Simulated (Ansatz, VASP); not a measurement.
## One calculation of MgS, two programs

```
Mg S
1.0
     0.00000    2.61888    2.61888
     2.61888    0.00000    2.61888
     2.61888    2.61888    0.00000
Mg S
1 1
Cartesian
  0.0000 0.0000 0.0000
  2.6189 2.6189 2.6189
```

Change from the starting cell: volume scaled by 1.02, PAW files.

Alike in both runs: task electric field gradients; functional LDA; k mesh 8 × 8 × 8; occupations fermi-dirac, width 0.01 eV; no spin polarisation.

```csv
,VASP,Ansatz
version,VASP 6.6.1,Ansatz 0.2.0
potentials or method,"VASP PAW LDA potentials, release 64 (Mg, S)","PAW with Ansatz's default frozen-core files, scalar-relativistic"
plane-wave cutoff (eV),520,420
valence electrons in the cell,8,16
```

VASP gave:

- gap on the k mesh at the Fermi level (eV): 2.52
- pressure (GPa): -5.1
- Vzz of the field gradient on the site that differs most (V/Å²): 0.0

Problem. Estimate Ansatz's values.

Solution. gap on the k mesh at the Fermi level (eV): 2.52; pressure (GPa): -4.6; Vzz of the field gradient on the site that differs most (V/Å²): 0.0.

The two sets of potentials don't hold the same shells in valence.

A k mesh can miss the band edges.
